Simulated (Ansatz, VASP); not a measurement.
## Pt: VASP beside Ansatz

```
Pt
1.0
     2.82654    0.00000    0.00000
    -1.41327    2.44785    0.00000
     0.00000    0.00000    5.00951
Pt
2
Direct
  0.66667 0.33333 0.75000
  0.33333 0.66667 0.25000
```

Alike in both runs: functional PBE; k mesh 18 × 18 × 10; occupations gaussian, width 0.1 eV; no spin polarisation.

Ansatz relaxed the structure, and its values are those at the end. VASP's run is a single point on that final structure, the one shown.

|  | VASP | Ansatz |
| --- | --- | --- |
| version | VASP 6.6.1 | Ansatz 0.2.0 |
| potentials or method | VASP PAW PBE potentials, release 64 (Pt) | scalar-relativistic, plane waves, PAW |
| plane-wave cutoff (eV) | 520 | 420 |
| valence electrons in the cell | 20 | 36 |

```tsv
	VASP	Ansatz	Ansatz less VASP
gap on the k mesh at the Fermi level (eV)	none	none	-
pressure (GPa)	-17.7	-17.4	+0.31
```

A gap of «none» marks a metal or a gap that the smearing closes. With one functional, cell and mesh, what is left measures potentials, basis and numerics. The two sets of potentials don't hold the same shells in valence.

Caveats: so large a pressure means that the cell lies far from this level's equilibrium, or that cutoff or potentials fall short (VASP). The runs have no spin-orbit coupling, so splittings on Pt are missing.
